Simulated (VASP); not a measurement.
# SrO (Fm-3m) in VASP: dielectric tensor with HSE06

Aim: the dielectric tensor of SrO with HSE06.

Everything below comes from runs of VASP 6.6.1. Logs are shortened: lines on timing, memory, paths and dates and some standing lists are left out, and cuts for length are marked.

## (1) The crystal as given

Symmetry: Fm-3m, No. 225, cubic system. Conventional cell: a = 5.132 Å, b = 5.132 Å, c = 5.132 Å, α = 90.00°, β = 90.00°, γ = 90.00°. Sr (site symmetry m-3m) is surrounded by 6 O at 2.57 Å. Around O (site symmetry m-3m) lie 6 Sr at 2.57 Å.

## (2) Dielectric tensor, HSE06

Input file POSCAR:

```
SrO
1.0
    0.0000000000      2.5661400000      2.5661400000
    2.5661400000      0.0000000000      2.5661400000
    2.5661400000      2.5661400000      0.0000000000
Sr O
1 1
Direct
    0.0000000000      0.0000000000      0.0000000000
    0.5000000000      0.5000000000      0.5000000000
```

Input file INCAR.step1:

```
PREC = Accurate ; ENCUT = 520
ISMEAR = 0 ; SIGMA = 0.02
LREAL = False ; LASPH = True
NELM = 80 ; ALGO = Normal
ISIF = 2 ; LWAVE = True
LCHARG = False ; GGA = PE
EDIFF = 1E-5
```

Input file INCAR.step2:

```
PREC = Accurate ; ENCUT = 520
EDIFF = 1E-8 ; ISMEAR = 0
SIGMA = 0.02 ; LREAL = False
LASPH = True ; NELM = 80
ALGO = Normal ; ISIF = 2
LWAVE = False ; LCHARG = False
GGA = PE ; LHFCALC = True
HFSCREEN = 0.2 ; PRECFOCK = Fast
LCALCEPS = True ; ISTART = 1
```

Input file KPOINTS:

```
regular mesh
0
Gamma
  6 6 6
```

Potentials or basis: VASP PAW PBE potentials, release 64 (Sr_sv, O).

On the command line:

```sh
> cat potpaw_PBE.64/Sr_sv/POTCAR potpaw_PBE.64/O/POTCAR > POTCAR
> cp INCAR.step1 INCAR
> mpirun -np 1 vasp_std > vasp.out
> cp INCAR.step2 INCAR
> mpirun -np 1 vasp_std > vasp.out
```

OUTCAR:

```text
PREC = Accurate
   ENCUT = 520
   EDIFF = 1E-8
   ISMEAR = 0
   LREAL = False
   LASPH = True
   NELM = 80
   ISIF = 2
   GGA = PE
   LHFCALC = True
   HFSCREEN = 0.2
   PRECFOCK = Fast
   ISTART = 1

 ion  position               nearest neighbor table
   1  0.000  0.000  0.000-   2 2.57   2 2.57   2 2.57   2 2.57   2 2.57   2 2.57
   2  0.500  0.500  0.500-   1 2.57   1 2.57   1 2.57   1 2.57   1 2.57   1 2.57

  LATTYP: Found a face centered cubic cell.
 ALAT       =     5.1322800000

  Lattice vectors:

 A1 = (   0.0000000000,   2.5661400000,   2.5661400000)
 A2 = (   2.5661400000,   0.0000000000,   2.5661400000)
 A3 = (   2.5661400000,   2.5661400000,   0.0000000000)

Analysis of symmetry for initial positions (statically):
=====================================================================
 Subroutine PRICEL returns:
 Original cell was already a primitive cell.

 Routine SETGRP: Setting up the symmetry group for a
 face centered cubic supercell.

 Subroutine GETGRP returns: Found 48 space group operations
 (whereof 48 operations were pure point group operations)
 out of a pool of 48 trial point group operations.

The static configuration has the point symmetry O_h .

Analysis of symmetry for dynamics (positions and initial velocities):
=====================================================================
 Subroutine PRICEL returns:
 Original cell was already a primitive cell.

 Routine SETGRP: Setting up the symmetry group for a
 face centered cubic supercell.

 Subroutine GETGRP returns: Found 48 space group operations
 (whereof 48 operations were pure point group operations)
 out of a pool of 48 trial point group operations.

The dynamic configuration has the point symmetry O_h .

 Subroutine INISYM returns: Found 48 space group operations
 (whereof 48 operations are pure point group operations),
 and found     1 'primitive' translations

----------------------------------------------------------------------------------------

                                     Primitive cell

  volume of cell :      33.7964

  direct lattice vectors                    reciprocal lattice vectors
     0.000000000  2.566140000  2.566140000    -0.194845176  0.194845176  0.194845176
     2.566140000  0.000000000  2.566140000     0.194845176 -0.194845176  0.194845176
     2.566140000  2.566140000  0.000000000     0.194845176  0.194845176 -0.194845176

  length of vectors
[... 140 lines left out ...]
 Fermi energy:         0.7209296943

 k-point     1 :       0.0000    0.0000    0.0000
  band No.  band energies     occupation
      1     -33.7003      2.00000
      2     -15.9631      2.00000
      3     -14.0420      2.00000
      4     -14.0420      2.00000
      5     -14.0420      2.00000
      6       0.6094      2.00000
      7       0.6094      2.00000
      8       0.6094      2.00000
      9   10000.0000      0.00000
     10   10000.0000      0.00000
     11   10000.0000      0.00000
     12   10000.0000      0.00000
[... 331 lines left out ...]
 k-point    24 :       0.0000    0.3333    0.1667
  band No.  band energies     occupation
      1     -33.5880      2.00000
      2     -16.7623      2.00000
      3     -14.2118      2.00000
      4     -14.2044      2.00000
      5     -13.5086      2.00000
      6      -0.9381      2.00000
      7       0.0178      2.00000
      8       0.1684      2.00000
      9   10000.0000      0.00000
     10   10000.0000      0.00000
     11   10000.0000      0.00000
     12   10000.0000      0.00000

 [... further k-points ...]

------------------------ aborting loop because EDIFF is reached ----------------------------------------

            Ionic dipole moment: p[ion]=(   -15.39684   -15.39684   -15.39684 ) |e| Angst

 Total electronic dipole moment: p[elc]=(     0.00000     0.00000     0.00441 ) |e| Angst

 MACROSCOPIC STATIC DIELECTRIC TENSOR (including local field effects)
 ------------------------------------------------------
           3.363536     0.000000    -0.000000
          -0.000000     3.363536     0.000000
           0.000000     0.000000     3.363536
 ------------------------------------------------------

 PIEZOELECTRIC TENSOR (including local field effects) (e Angst)
          XX          YY          ZZ          XY          YZ          ZX
  --------------------------------------------------------------------------------
  x     0.00000     0.00000     0.00000     0.00000     0.00000     0.00000
  y     0.00000     0.00000     0.00000     0.00000     0.00000     0.00000
  z     0.00000     0.00000     0.00000     0.00000     0.00000     0.00000

 PIEZOELECTRIC TENSOR (including local field effects) (C/m^2)
          XX          YY          ZZ          XY          YZ          ZX
  --------------------------------------------------------------------------------
  x     0.00000     0.00000     0.00000     0.00000     0.00000     0.00000
  y     0.00000     0.00000     0.00000     0.00000     0.00000     0.00000
  z     0.00000     0.00000     0.00000     0.00000     0.00000     0.00000

 BORN EFFECTIVE CHARGES (including local field effects) (in |e|, cummulative output)
 ---------------------------------------------------------------------------------
 ion    1
    1     2.39931    -0.00000     0.00000
    2     0.00000     2.39931     0.00000
    3    -0.00000     0.00000     2.39931
 ion    2
    1    -2.39931     0.00000     0.00000
    2     0.00000    -2.39931     0.00000
    3    -0.00000     0.00000    -2.39931

  FORCE on cell =-STRESS in cart. coord.  units (eV):
  Direction    XX          YY          ZZ          XY          YZ          ZX
  --------------------------------------------------------------------------------------
  -------------------------------------------------------------------------------------
  Total        0.3696070      0.3696070      0.3696070     -0.0000000      0.0000000      0.0000000
  in kB       17.5218398     17.5218398     17.5218398     -0.0000000      0.0000000      0.0000000
  external PRESSURE =      17.5218398 kB  Pullay stress =       0.0000000 kB

 VOLUME and BASIS-vectors are now :
 -----------------------------------------------------------------------------
  energy-cutoff  :      520.00
  volume of cell :       33.80
      direct lattice vectors                 reciprocal lattice vectors
     0.000000000  2.566140000  2.566140000    -0.194845176  0.194845176  0.194845176
     2.566140000  0.000000000  2.566140000     0.194845176 -0.194845176  0.194845176
     2.566140000  2.566140000  0.000000000     0.194845176  0.194845176 -0.194845176

 POSITION                                       TOTAL-FORCE (eV/Angst)
 -----------------------------------------------------------------------------------
      0.00000      0.00000      0.00000        -0.000000      0.000000     -0.000000
      2.56614      2.56614      2.56614         0.000000     -0.000000      0.000000
 -----------------------------------------------------------------------------------
    total drift:                                0.000000      0.000000      0.000000

  FREE ENERGIE OF THE ION-ELECTRON SYSTEM (eV)
  ---------------------------------------------------
  free  energy   TOTEN  =       -14.2006791112 eV

  energy  without entropy=      -14.2006791112  energy(sigma->0) =      -14.20067911
```

Wall time 2.2 h (1 thread of Intel Xeon 6975P-C (Granite Rapids), shared host); peak memory 0.38 GiB.

Results:

```yaml
Band_gap_on_the_k_mesh: 4.76 eV, indirect (least direct gap 4.86 eV)
Electronic_dielectric_tensor_diagonal: 3.36
Born_charges_mean_of_the_diagonal: Sr +2.40; O -2.40 e
```

Levels at points of the mesh, in eV from the valence-band top:
| k point | band 6 | band 7 | band 8 | band 9 | band 10 | band 11 |
| --- | --- | --- | --- | --- | --- | --- |
| (0.00, 0.00, 0.00) | 0.00 | 0.00 | 0.00 | 5.53 | 7.91 | 7.91 |
| (0.50, 0.00, 0.00) | -2.28 | -1.21 | -1.21 | 8.30 | 10.06 | 10.77 |
| (0.50, 0.50, 0.00) | -0.47 | -0.10 | -0.10 | 4.76 | 9.63 | 12.11 |

Electronic dielectric tensor:
```
3.36 0.00 0.00
0.00 3.36 0.00
0.00 0.00 3.36
```

Born effective charge tensors (e):
atom 1, Sr
```
2.40 0.00 0.00
0.00 2.40 0.00
0.00 0.00 2.40
```
atom 2, O
```
-2.40  0.00  0.00
 0.00 -2.40  0.00
 0.00  0.00 -2.40
```

Dipole moments of the cell (e·Å, modulo the quantum): ionic -15.397, -15.397, -15.397; electronic 0.000, 0.000, 0.004

Caveat: the PAW data sets were made with another functional, which shifts forces and pressure a little. A k mesh can miss the band edges.
